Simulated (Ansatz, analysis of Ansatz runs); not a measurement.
# Migration in La2NCl3 (Ibam): V_Cl hop (3.0 Å), charge +1

How high is the barrier when Cl changes place in La2NCl3 (Ibam)? The case: V_Cl hop (3.0 Å), charge +1, in a cell of 48 host atoms with 1 Cl taken out.

Main program and level: Ansatz 0.2.0; plane-wave PAW DFT, PBEsol; nudged elastic band between two relaxed defect structures at fixed charge in a uniform background.

### 1. The structure

The cell holds 47 atoms: 16 La, 8 N and 23 Cl. Its edges and angles: a = 14.985 Å, b = 9.137 Å, c = 15.308 Å, α = 70.5°, β = 35.1°, γ = 74.4°. It derives from La2NCl3 (space group Ibam). Nearest the centre at fractional (0.250, 0.750, 0.750): Cl28 at 1.52 Å, La14 at 2.55 Å, La9 at 2.55 Å, Cl33 at 3.41 Å, Cl36 at 3.41 Å, N19 at 3.74 Å, N22 at 3.74 Å, N17 at 3.74 Å. The cell carries charge +1.

As a file:

```xyz
47
Lattice="0.0000 13.7005 6.0696 6.8292 0.0000 6.0696 6.8292 13.7005 0.0000" Properties=species:S:1:pos:R:3 pbc="T T T"
La    9.0252    8.1466    6.0696
La    5.6106   14.9969    3.0348
La    9.0252   21.8471    6.0696
La    5.6106   14.9969    9.1044
La    8.0479   12.4041    3.0348
La    4.6333    5.5539    6.0696
La    8.0479   12.4041    9.1044
La    4.6333   19.2544    6.0696
La   12.4398   12.4041    6.0696
La    2.1960    5.5539    3.0348
La    5.6106   12.4041    6.0696
La    9.0252   19.2544    9.1044
La    4.6333    8.1466    3.0348
La    8.0479   14.9969    6.0696
La   11.4625   21.8471    9.1044
La    1.2187   14.9969    6.0696
N     6.8292   13.7005    1.5174
N     3.4146    6.8502    4.5522
N     6.8292   13.7005    7.5870
N    10.2439   20.5507   10.6219
N     3.4146    6.8502    1.5174
N     6.8292   13.7005    4.5522
N    10.2439   20.5507    7.5870
N     6.8292   13.7005   10.6219
Cl    6.8292    6.8502    4.5522
Cl    6.8292   20.5507    4.5522
Cl    3.4146   13.7005    7.5870
Cl   10.2439   13.7005    4.5522
Cl    6.8292    6.8502    7.5870
Cl    3.4146   13.7005    4.5522
Cl    6.8292   20.5507    7.5870
Cl    4.7225    4.1674    3.0348
Cl    8.1372   11.0176    6.0696
Cl   11.5518   17.8679    9.1044
Cl    8.1372   24.7181    6.0696
Cl    5.5213    2.6829    6.0696
Cl    2.1067    9.5331    3.0348
Cl    5.5213   16.3834    6.0696
Cl    8.9359   23.2336    9.1044
Cl   11.5518    9.5331    6.0696
Cl    8.1372   16.3834    3.0348
Cl    4.7225    9.5331    6.0696
Cl    8.1372   16.3834    9.1044
Cl    5.5213   11.0176    3.0348
Cl    8.9359   17.8679    6.0696
Cl    5.5213   11.0176    9.1044
Cl    2.1067   17.8679    6.0696
```

The cell's shortest repeat is 9.1 Å.

### 2. Relaxation of the start point, charge +1

The ends come first: from an unrelaxed start the top is counted from too high an energy, and the barrier comes out too low. Small random displacements break the symmetry of the ideal sites, so that the defect can distort if it gains by it. The charge of +1 is set by the electron count, and a uniform background keeps the cell neutral.

File qp1.start/input.yaml:

```yaml
crystal:
  lattice:
    - [0.0, 13.70049667, 6.06962975]
    - [6.82924235, 0.0, 6.06962975]
    - [6.82924235, 13.70049667, 0.0]
  atoms:
    - { symbol: La, position: [0.13653491, 0.86346509, 0.45808628] }
    - { symbol: La, position: [0.38653491, 0.11346509, 0.70808628] }
    - { symbol: La, position: [0.63653491, 0.36346509, 0.95808628] }
    - { symbol: La, position: [0.88653491, 0.61346509, 0.20808628] }
    - { symbol: La, position: [0.11346509, 0.38653491, 0.79191372] }
    - { symbol: La, position: [0.36346509, 0.63653491, 0.04191372] }
    - { symbol: La, position: [0.61346509, 0.88653491, 0.29191372] }
    - { symbol: La, position: [0.86346509, 0.13653491, 0.54191372] }
    - { symbol: La, position: [0.04191372, 0.95808628, 0.86346509] }
    - { symbol: La, position: [0.29191372, 0.20808628, 0.11346509] }
    - { symbol: La, position: [0.54191372, 0.45808628, 0.36346509] }
    - { symbol: La, position: [0.79191372, 0.70808628, 0.61346509] }
    - { symbol: La, position: [0.20808628, 0.29191372, 0.38653491] }
    - { symbol: La, position: [0.45808628, 0.54191372, 0.63653491] }
    - { symbol: La, position: [0.70808628, 0.79191372, 0.88653491] }
    - { symbol: La, position: [0.95808628, 0.04191372, 0.13653491] }
    - { symbol: "N", position: [0.125, 0.125, 0.875] }
    - { symbol: "N", position: [0.375, 0.375, 0.125] }
    - { symbol: "N", position: [0.625, 0.625, 0.375] }
    - { symbol: "N", position: [0.875, 0.875, 0.625] }
    - { symbol: "N", position: [0.125, 0.125, 0.375] }
    - { symbol: "N", position: [0.375, 0.375, 0.625] }
    - { symbol: "N", position: [0.625, 0.625, 0.875] }
    - { symbol: "N", position: [0.875, 0.875, 0.125] }
    - { symbol: Cl, position: [0.125, 0.625, 0.375] }
    - { symbol: Cl, position: [0.625, 0.125, 0.875] }
    - { symbol: Cl, position: [0.875, 0.375, 0.125] }
    - { symbol: Cl, position: [0.125, 0.625, 0.875] }
    - { symbol: Cl, position: [0.375, 0.875, 0.125] }
    - { symbol: Cl, position: [0.625, 0.125, 0.375] }
    - { symbol: Cl, position: [0.875, 0.375, 0.625] }
    - { symbol: Cl, position: [0.05632994, 0.44367006, 0.2478482] }
    - { symbol: Cl, position: [0.30632994, 0.69367006, 0.4978482] }
    - { symbol: Cl, position: [0.55632994, 0.94367006, 0.7478482] }
    - { symbol: Cl, position: [0.80632994, 0.19367006, 0.9978482] }
    - { symbol: Cl, position: [0.19367006, 0.80632994, 0.0021518] }
    - { symbol: Cl, position: [0.44367006, 0.05632994, 0.2521518] }
    - { symbol: Cl, position: [0.69367006, 0.30632994, 0.5021518] }
    - { symbol: Cl, position: [0.94367006, 0.55632994, 0.7521518] }
    - { symbol: Cl, position: [0.0021518, 0.9978482, 0.69367006] }
    - { symbol: Cl, position: [0.2521518, 0.2478482, 0.94367006] }
    - { symbol: Cl, position: [0.5021518, 0.4978482, 0.19367006] }
    - { symbol: Cl, position: [0.7521518, 0.7478482, 0.44367006] }
    - { symbol: Cl, position: [0.2478482, 0.2521518, 0.55632994] }
    - { symbol: Cl, position: [0.4978482, 0.5021518, 0.80632994] }
    - { symbol: Cl, position: [0.7478482, 0.7521518, 0.05632994] }
    - { symbol: Cl, position: [0.9978482, 0.0021518, 0.30632994] }
total_charge: 1
basis:
  ecutwfc: 420
  xc_grid: 2
hamiltonian:
  xc: pbesol
kpoints:
  mp_grid: { grid: [1, 1, 1] }
scf:
  occupations: { method: fixed }
  max_iter: 60
output:
  forces: true
relax:
  f_tol: 0.015
  max_steps: 70
  random_displacement: { amplitude: 0.03, seed: 5137 }
```

The run is started by

```
ansatz run input.yaml --threads 8 --pin off --max-ram 14131MiB --backend cpu --events-out ev --progress --plain --runs-dir out
```

Numbers of over 12 decimals in the logs are rounded to 6 here.

The log of the run:

```text
[... repeated set-up lines and file paths are left out, and long positions are rounded to six places ...]
The last accepted step is kept in <dir> (removed where the run ends without a failure and the disk answers)
Engine: ansatz 0.2.0, aarch64-unknown-linux-gnu
Pseudopotentials: kind: paw
Pseudopotential: La, paw, valence charge 11, recommended cutoff 420 eV (normal), La.paw.azcp
Pseudopotential: N, paw, valence charge 5, recommended cutoff 420 eV (normal), N.paw.azcp
Pseudopotential: Cl, paw, valence charge 7, recommended cutoff 420 eV (normal), Cl.paw.azcp
Functional definition: PBEsol
  exchange = pbesol_x
  correlation = pbesol_c
Crystal: 47 atoms, lattice volume = 1135.798 Å³
Basis set: ecut = 420 eV, 22167 PW (Γ), exchange–correlation on 216×128×216 points (8 copies of the dense FFT grid, shifted against one another)
Bands: 235, of which v1, the nominal top of the filled ones, is band 188 counted from 1 (187 counted from 0)
Symmetry: 1 space group operations
k-points: 1
Non-local potential: La, projectors of the file, l = 0: 3, l = 1: 2, l = 2: 2, l = 3: 3
Non-local potential: N, projectors of the file, l = 0: 2, l = 1: 2, l = 2: 1
Non-local potential: Cl, projectors of the file, l = 0: 2, l = 1: 2, l = 2: 2
PAW form: soft (Blöchl's): semilocal exchange-correlation on the pseudo side does not see the compensation charge
PAW frozen core: La, regenerated for the run's functional, and the local potential with it (the file was generated under x = pbe(κ = 0.804, μ = 0.219515), c = pbe(β = 0.066725))
PAW frozen core: N, regenerated for the run's functional, and the local potential with it (the file was generated under x = pbe(κ = 0.804, μ = 0.219515), c = pbe(β = 0.066725))
PAW frozen core: Cl, regenerated for the run's functional, and the local potential with it (the file was generated under x = pbe(κ = 0.804, μ = 0.219515), c = pbe(β = 0.066725))
PAW one-centre angular grid: La, 590 points (default); XC on 64 Gauss nodes
PAW one-centre angular grid: N, 110 points (default); XC on 64 Gauss nodes
PAW one-centre angular grid: Cl, 110 points (default); XC on 64 Gauss nodes
Initial density: superposition of atomic densities (neutral atoms scaled as one to the charged cell's electrons: chi_scale 0, normalization atom), corrected by the library's trained network
Initial wavefunctions: pseudopotential atomic-orbital guess
Functional: x = pbesol(κ = 0.804, μ = 0.123457), c = pbesol(β = 0.046)
SCF iter   1: F=—  HF=-126118.840558 eV  |F-HF|=—  |Δ(HF+E_count)|=         —  Δρ=5.74e-3  dr2=6.93e-1  ethr=1.77e-3  ⟨swp⟩=6.0  Hψ=774  notcnv=0  defer=44
preconditioner: auto → Resta (q_TF=auto, 2.269 Å⁻¹)  ε∞=4.3  [insulator: Δε(μ)=2.167 eV  Ē_g=11.308 eV  n_scr=220 (ndim 8)  ℏωp=20.4 eV  f_vac=0.036  ε∞_Penn≈4.3]
SCF iter   2: F=—  HF=-126118.710352 eV  |F-HF|=—  |Δ(HF+E_count)|=   1.30e-1  Δρ=2.28e-3  dr2=1.73e-1  ethr=1.84e-4  ⟨swp⟩=4.0  Hψ=363  notcnv=0  defer=45
SCF iter   3: F=—  HF=-126118.693074 eV  |F-HF|=—  |Δ(HF+E_count)|=   1.73e-2  Δρ=1.56e-3  dr2=5.38e-2  ethr=4.60e-5  ⟨swp⟩=4.0  Hψ=298  notcnv=0  defer=45
SCF iter   4: F=—  HF=-126118.690505 eV  |F-HF|=—  |Δ(HF+E_count)|=   2.57e-3  Δρ=5.40e-4  dr2=9.53e-3  ethr=1.43e-5  ⟨swp⟩=4.0  Hψ=299  notcnv=0  defer=45
SCF iter   5: F=—  HF=-126118.694195 eV  |F-HF|=—  |Δ(HF+E_count)|=   3.69e-3  Δρ=2.00e-4  dr2=8.72e-4  ethr=2.54e-6  ⟨swp⟩=4.0  Hψ=386  notcnv=0  defer=45
SCF iter   6: F=—  HF=-126118.695767 eV  |F-HF|=—  |Δ(HF+E_count)|=   1.57e-3  Δρ=2.27e-4  dr2=8.20e-4  ethr=2.32e-7  ⟨swp⟩=4.0  Hψ=426  notcnv=0  defer=45
SCF iter   7: F=—  HF=-126118.695782 eV  |F-HF|=—  |Δ(HF+E_count)|=   1.47e-5  Δρ=5.78e-5  dr2=5.78e-5  ethr=2.18e-7  ⟨swp⟩=2.0  Hψ=295  notcnv=0  defer=45
SCF iter   8: F=-126118.695836 eV  HF=-126118.695830 eV  |F-HF|=5.09e-6  |Δ(HF+E_count)|=   4.89e-5  Δρ=1.54e-5  dr2=4.63e-6  ethr=1.50e-9  ⟨swp⟩=3.0  Hψ=971  notcnv=0
SCF 1 converged in 8 iterations: F = -126118.695836 eV  dr2 = 4.63e-6
  greatest PAW one-centre occupation: 0.972 electrons in one spin orbital (limit 2), on the La atom at site 3 (counted from 0), in its partial waves of l = 0
relax step   1: F+E_penalty+E_count = -126118.69583557 eV  Δ(F+E_penalty+E_count) = +0.000e0 eV  max|allowed force component| = 1.150e0 eV/Å  Δτ_max = 0.0000 Å  (8 SCF iters, dr2 threshold 5.63e-6 eV, accepted)
[... the SCF cycles and remarks between the steps are left out from here to the last step ...]
relax step   2: F+E_penalty+E_count = -126119.12689614 eV  Δ(F+E_penalty+E_count) = -4.311e-1 eV  max|allowed force component| = 6.816e-1 eV/Å  Δτ_max = 0.1949 Å  (7 SCF iters, dr2 threshold 8.27e-5 eV, accepted)
relax step   3: F+E_penalty+E_count = -126119.30325719 eV  Δ(F+E_penalty+E_count) = -1.764e-1 eV  max|allowed force component| = 8.012e-2 eV/Å  Δτ_max = 0.1600 Å  (6 SCF iters, dr2 threshold 2.90e-5 eV, accepted)
relax step   4: F+E_penalty+E_count = -126119.32789110 eV  Δ(F+E_penalty+E_count) = -2.463e-2 eV  max|allowed force component| = 4.063e-2 eV/Å  Δτ_max = 0.0948 Å  (8 SCF iters, dr2 threshold 4.01e-7 eV, accepted)
SCF iter   1: F=—  HF=-126119.329768 eV  |F-HF|=—  |Δ(HF+E_count)|=         —  Δρ=3.84e-4  dr2=1.73e-3  ethr=8.84e-6  ⟨swp⟩=4.0  Hψ=365  notcnv=0  defer=45
SCF iter   2: F=—  HF=-126119.329503 eV  |F-HF|=—  |Δ(HF+E_count)|=   2.65e-4  Δρ=1.85e-4  dr2=3.30e-4  ethr=4.61e-7  ⟨swp⟩=2.0  Hψ=352  notcnv=0  defer=45
SCF iter   3: F=—  HF=-126119.329468 eV  |F-HF|=—  |Δ(HF+E_count)|=   3.56e-5  Δρ=9.65e-5  dr2=1.18e-4  ethr=8.78e-8  ⟨swp⟩=3.0  Hψ=366  notcnv=0  defer=45
SCF iter   4: F=—  HF=-126119.329464 eV  |F-HF|=—  |Δ(HF+E_count)|=   3.51e-6  Δρ=2.64e-5  dr2=8.71e-6  ethr=3.15e-8  ⟨swp⟩=2.0  Hψ=295  notcnv=0  defer=45
SCF iter   5: F=—  HF=-126119.329845 eV  |F-HF|=—  |Δ(HF+E_count)|=   3.81e-4  Δρ=5.78e-6  dr2=6.47e-7  ethr=2.32e-9  ⟨swp⟩=2.0  Hψ=295  notcnv=0  defer=45
SCF iter   6: F=—  HF=-126119.329846 eV  |F-HF|=—  |Δ(HF+E_count)|=   3.27e-7  Δρ=4.29e-6  dr2=2.70e-7  ethr=2.66e-11  ⟨swp⟩=5.0  Hψ=815  notcnv=0
SCF iter   7: F=-126119.329846 eV  HF=-126119.329846 eV  |F-HF|=9.33e-9  |Δ(HF+E_count)|=   6.14e-9  Δρ=1.37e-6  dr2=2.97e-8  ethr=2.66e-11  ⟨swp⟩=3.0  Hψ=734  notcnv=0
SCF 5 converged in 7 iterations: F = -126119.329846 eV  dr2 = 2.97e-8
relax step   5: F+E_penalty+E_count = -126119.32984578 eV  Δ(F+E_penalty+E_count) = -1.955e-3 eV  max|allowed force component| = 8.215e-3 eV/Å  Δτ_max = 0.0160 Å  (7 SCF iters, accepted)
SCF converged after 7 iterations
Free energy (F): -126119.329846 eV
Harris-Foulkes:  -126119.329846 eV  (|F-HF|=9.33e-9)
Internal energy: -126119.329846 eV  (E = F + TS)
E sigma→0 (E₀):  -126119.329846 eV
Fermi energy:    6.777985 eV
--- Per-component energies (eV) ---
  E_band       = -1063.605058
  E_kinetic    = 7816.630366
  E_local      = -14604.924911  (includes V_loc(G=0)·N_el)
  E_nonlocal   = 2603.177259
  E_hartree    = 5013.187159
  E_xc         = -5130.008201
  E_vxc        = -5759.285600  (∫ρ·V_xc dr)
  E_paw        = -101012.601330  (= ΣΔE_a)
  E_vpaw       = -1145.580791  (= ΣTr[D̂ρ^β])
  E_aug_tail   = 0.002872  (compensation charges beyond the density's cutoff)
  E_ewald      = -20809.533939
  E_core_change = 4.740880  (= ΣΔE_core)
  E_smearing   = -0.000000  (= −TS)
  E_closure    = -0.000000  (closes the sum)
  E_deformation_potential = 15.002314  (in the stress; not in F)
  Σ components = -126119.329846   (vs F -126119.329846, Δ=0.00e0)
--- Forces (eV/Å), atoms counted from 1 ---
  atom   1  La     0.00196028    -0.00470645    -0.00229963
  atom   2  La    -0.00058881     0.00259573    -0.00095362
  [... 4 atoms left out ...]
  atom   7  La     0.00096096    -0.00233068    -0.00034341
  [... 1 atom left out ...]
  atom   9  La    -0.00110141    -0.00162752     0.00021608
  [... 4 atoms left out ...]
  atom  14  La     0.00111089     0.00227774     0.00069826
  [... 2 atoms left out ...]
  atom  17  N     -0.00032234    -0.00128882    -0.00151972
  [... 1 atom left out ...]
  atom  19  N      0.00041670     0.00188128    -0.00170214
  [... 2 atoms left out ...]
  atom  22  N     -0.00202956    -0.00821499     0.00068880
  [... 1 atom left out ...]
  atom  24  N      0.00082826     0.00700758     0.00163560
  [... 3 atoms left out ...]
  atom  28  Cl     0.00003584     0.00000088     0.00047539
  [... 4 atoms left out ...]
  atom  33  Cl    -0.00010103     0.00055969     0.00088439
  [... 2 atoms left out ...]
  atom  36  Cl     0.00020335    -0.00132149     0.00016634
  [... 11 atoms left out ...]
  max |Σ_I F_I| component: 7.90e-6 eV/Å
--- Relaxed structure (5 steps of the walk, 5 accepted, 0 SCFs on fresh bases) ---
  F+E_penalty+E_count = -126119.32984578 eV   max|allowed force component| = 8.215e-3 eV/Å
  atoms:
    - { symbol: La, position: [0.137993, 0.863902, 0.456075] }
    - { symbol: La, position: [0.378751, 0.116343, 0.723820] }
    [... 4 atoms left out ...]
    - { symbol: La, position: [0.616487, 0.878685, 0.281310] }
    [... 1 atom left out ...]
    - { symbol: La, position: [0.032042, 0.974217, 0.865816] }
    [... 4 atoms left out ...]
    - { symbol: La, position: [0.474364, 0.531975, 0.628159] }
    [... 2 atoms left out ...]
    - { symbol: N, position: [0.122551, 0.128153, 0.877627] }
    [... 1 atom left out ...]
    - { symbol: N, position: [0.628172, 0.622495, 0.371936] }
    [... 2 atoms left out ...]
    - { symbol: N, position: [0.377400, 0.373294, 0.626862] }
    [... 1 atom left out ...]
    - { symbol: N, position: [0.873439, 0.877203, 0.122763] }
    [... 3 atoms left out ...]
    - { symbol: Cl, position: [0.160657, 0.660545, 0.839578] }
    [... 4 atoms left out ...]
    - { symbol: Cl, position: [0.315466, 0.691160, 0.490823] }
    [... 2 atoms left out ...]
    - { symbol: Cl, position: [0.191947, 0.816056, 0.002176] }
    [... 11 atoms left out ...]
```

Run time: 19 s. Hardware: 8 threads of Arm Neoverse V2, shared host; peak memory 1.4 GiB; 2 min of CPU time.

The steps of the relaxation:

| step | energy less that of the first step (eV) | largest force component (eV/Å) |
| --- | --- | --- |
| 1 | 0.0000 | 1.1505 |
| 2 | -0.4311 | 0.6816 |
| 3 | -0.6074 | 0.0801 |
| 4 | -0.6321 | 0.0406 |
| 5 | -0.6340 | 0.0082 |

The atoms that moved most (Å, from the sites as typed, ahead of the random displacement, the mean shift of all atoms taken out):

| atom | dx | dy | dz | length |
| --- | --- | --- | --- | --- |
| Cl30 | 0.000 | 0.000 | -0.433 | 0.433 |
| Cl28 | 0.000 | 0.001 | 0.427 | 0.427 |
| La2 | 0.127 | 0.106 | -0.035 | 0.169 |
| La7 | -0.127 | -0.106 | -0.034 | 0.169 |
| La14 | -0.126 | 0.106 | 0.034 | 0.168 |
| La9 | 0.126 | -0.106 | 0.033 | 0.168 |
| Cl35 | 0.115 | 0.030 | -0.073 | 0.140 |
| Cl46 | -0.117 | 0.031 | 0.067 | 0.138 |

Neighbours of Cl28 at the end:

| atom | distance (Å) |
| --- | --- |
| La9 | 2.936 |
| La14 | 2.936 |
| La4 | 3.125 |
| La5 | 3.125 |
| N24 | 3.441 |
| N22 | 3.442 |
| Cl27 | 3.464 |
| Cl33 | 3.612 |
| Cl36 | 3.614 |

This step gave:

```
free energy                                                                                       : -126119.3298 eV
largest move from the ideal geometry of this structure, a common shift of the far atoms taken out : 0.4536 Å
```

The relaxation gained 0.634 eV and ended with a largest force component of 0.0082 eV/Å.

### 3. Relaxation of the end point, charge +1

The end point is relaxed in the same cell and settings, so that the two energies compare.

qp1.end/input.yaml, as its differences from qp1.start/input.yaml of step 2:

```diff
@@ -33,3 +33,3 @@
     - { symbol: Cl, position: [0.875, 0.375, 0.125] }
-    - { symbol: Cl, position: [0.125, 0.625, 0.875] }
+    - { symbol: Cl, position: [0.375, 0.875, 0.625] }
     - { symbol: Cl, position: [0.375, 0.875, 0.125] }
```

The log of the run:

```text
[...]
Crystal: 47 atoms, lattice volume = 1135.798 Å³
Basis set: ecut = 420 eV, 22167 PW (Γ), exchange–correlation on 216×128×216 points (8 copies of the dense FFT grid, shifted against one another)
Bands: 235, of which v1, the nominal top of the filled ones, is band 188 counted from 1 (187 counted from 0)
Symmetry: 1 space group operations
k-points: 1
[...]
SCF iter   1: F=—  HF=-126118.840457 eV  |F-HF|=—  |Δ(HF+E_count)|=         —  Δρ=5.75e-3  dr2=7.03e-1  ethr=1.77e-3  ⟨swp⟩=6.0  Hψ=763  notcnv=0  defer=44
[...]
SCF iter   8: F=-126118.693334 eV  HF=-126118.693331 eV  |F-HF|=2.69e-6  |Δ(HF+E_count)|=   3.79e-5  Δρ=1.51e-5  dr2=4.40e-6  ethr=1.50e-9  ⟨swp⟩=3.0  Hψ=970  notcnv=0
SCF 1 converged in 8 iterations: F = -126118.693334 eV  dr2 = 4.40e-6
[...]
F+E_penalty+E_count = -126119.32973350 eV   max|allowed force component| = 1.262e-2 eV/Å
  atoms:
    - { symbol: La, position: [0.137371, 0.863360, 0.456670] }
    - { symbol: La, position: [0.383065, 0.106530, 0.709172] }
[...]
- { symbol: La, position: [0.606813, 0.883186, 0.301318] }
    [... 1 atom left out ...]
    - { symbol: La, position: [0.026378, 0.968692, 0.871505] }
[...]
- { symbol: La, position: [0.468852, 0.526348, 0.633638] }
[...]
- { symbol: N, position: [0.123233, 0.127217, 0.872987] }
    [... 1 atom left out ...]
    - { symbol: N, position: [0.627185, 0.623303, 0.376825] }
[...]
- { symbol: N, position: [0.378152, 0.372315, 0.622106] }
    [... 1 atom left out ...]
    - { symbol: N, position: [0.872512, 0.878013, 0.127733] }
    [... 3 atoms left out ...]
    - { symbol: Cl, position: [0.339810, 0.839757, 0.660331] }
    [... 4 atoms left out ...]
    - { symbol: Cl, position: [0.308366, 0.684100, 0.497793] }
    [... 2 atoms left out ...]
    - { symbol: Cl, position: [0.185230, 0.809223, 0.008939] }
    [... 11 atoms left out ...]
[key lines of the parts left out:]
SCF converged after 8 iterations
Free energy (F): -126119.329734 eV
Fermi energy:    6.777716 eV
```

It took 19 s on 8 threads; peak memory 1.4 GiB; 2.1 min of CPU time.

The steps of the relaxation:

| step | energy less that of the first step (eV) | largest force component (eV/Å) |
| --- | --- | --- |
| 1 | 0.0000 | 0.9401 |
| 2 | -0.3851 | 0.8693 |
| 3 | -0.6149 | 0.1163 |
| 4 | -0.6345 | 0.0470 |
| 5 | -0.6364 | 0.0126 |

The atoms that moved most (Å, from the sites as typed, ahead of the random displacement, the mean shift of all atoms taken out):

| atom | dx | dy | dz | length |
| --- | --- | --- | --- | --- |
| Cl28 | 0.000 | -0.001 | -0.432 | 0.432 |
| Cl27 | 0.000 | -0.002 | 0.427 | 0.427 |
| La9 | 0.127 | -0.105 | -0.035 | 0.168 |
| La14 | -0.127 | 0.105 | -0.034 | 0.168 |
| La5 | -0.126 | -0.105 | 0.032 | 0.167 |
| La4 | 0.126 | 0.104 | 0.031 | 0.166 |
| Cl38 | -0.118 | -0.032 | 0.074 | 0.143 |
| Cl43 | 0.116 | -0.032 | -0.070 | 0.140 |

Neighbours of Cl28 at the end:

| atom | distance (Å) |
| --- | --- |
| La9 | 2.935 |
| La14 | 2.935 |
| La2 | 3.127 |
| La7 | 3.128 |
| N19 | 3.442 |
| N17 | 3.443 |
| Cl30 | 3.465 |
| Cl36 | 3.612 |
| Cl33 | 3.616 |

Read from the output:

```yaml
free_energy: -126119.3297 eV
largest_move_from_the_ideal_geometry_of_this_structure_a_common_shift_of_the_far_atoms_taken_out: 0.4604 Å
```

The relaxation gained 0.636 eV and ended with a largest force component of 0.013 eV/Å. The end lies within 1 meV of the start.

(Continued in part 2 of 3.)

[Logs are printed without paths, hosts, clocks, repeated set-up lines and the standing remarks that a program may print on its own settings, such as how far it seeks lower states.]

[Hosts, paths, dates, database ids (printed as entryN), source tags and the programs' standing remarks are cut or masked in the printed files.]
